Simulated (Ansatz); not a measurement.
Computed with Ansatz, DFT PBE, scalar-relativistic, plane waves, PAW. All cells share a 420 eV cutoff and Γ-centred k meshes spaced at most about 0.3 Å⁻¹ (about 0.25 or finer for metals, 2π included). No spin polarisation.

Each guess is relaxed in cell and atoms at zero pressure, on a coarse mesh first where it starts far from rest and then on a converged one. The steps can't lower the symmetry of the start, but it can rise. Energies are static (0 K, no zero-point motion).

Two unrelaxed guesses for Mo3P4:

A.

```yaml
crystal:
  lattice:
    - [5.23975, 0.00000, 0.00000]
    - [0.00000, 5.23975, 0.00000]
    - [0.00000, 0.00000, 5.23975]
  atoms:
    - { symbol: Mo, position: [0.00000, 0.00000, 0.50000] }
    - { symbol: Mo, position: [0.50000, 0.00000, 0.00000] }
    - { symbol: Mo, position: [0.00000, 0.50000, 0.00000] }
    - { symbol: P, position: [0.72378, 0.27622, 0.27622] }
    - { symbol: P, position: [0.27622, 0.72378, 0.27622] }
    - { symbol: P, position: [0.27622, 0.27622, 0.72378] }
    - { symbol: P, position: [0.72378, 0.72378, 0.72378] }
```

B.

```yaml
crystal:
  lattice:
    - [5.21840, 0.00000, 0.00000]
    - [0.00000, 5.21840, 0.00000]
    - [0.00000, 0.00000, 5.21840]
  atoms:
    - { symbol: Mo, position: [0.00000, 0.50000, 0.50000] }
    - { symbol: Mo, position: [0.50000, 0.00000, 0.50000] }
    - { symbol: Mo, position: [0.50000, 0.50000, 0.00000] }
    - { symbol: P, position: [0.50000, 0.00000, 0.00000] }
    - { symbol: P, position: [0.00000, 0.50000, 0.00000] }
    - { symbol: P, position: [0.00000, 0.00000, 0.50000] }
    - { symbol: P, position: [0.00000, 0.00000, 0.00000] }
```

Task: Do they relax into the same structure? If not, which is lower?

Result: No. A ends lower, by 116 meV/atom. A: P-43m at 20.6 Å³/atom → P-43m at 17.4 Å³/atom; B: Pm-3m at 20.3 Å³/atom → Pm-3m at 16.0 Å³/atom. Counting P atoms around Mo (those within 1.25 times the shortest such distance or 1.15 times the sum of covalent radii), the end of A and the end of B both have Mo 4. The end of B holds P–P bonds in all directions (shortest 2.41 Å); in the end of A the shortest P–P distance is 2.74 Å, near bonding range too. End of A. Conventional cell: a = 4.957 Å. Around Mo lie 4 P at 2.35 Å; P is surrounded by 3 Mo at 2.35 Å and 3 P at 2.74 Å. End of B. Conventional cell: a = 4.824 Å. Mo is surrounded by 4 P at 2.41 Å; around P on a site of symmetry 4/mmm lie 2 P at 2.41 Å and 4 Mo at 2.41 Å; P on a site of symmetry m-3m is surrounded by 6 P at 2.41 Å.

Ends held by symmetry can be saddle points. Even the lowest of the cells shown lies +0.24 eV/atom against the elements. Some structure types and database cells were kept out of the candidates from the start, so a known form may be missing.
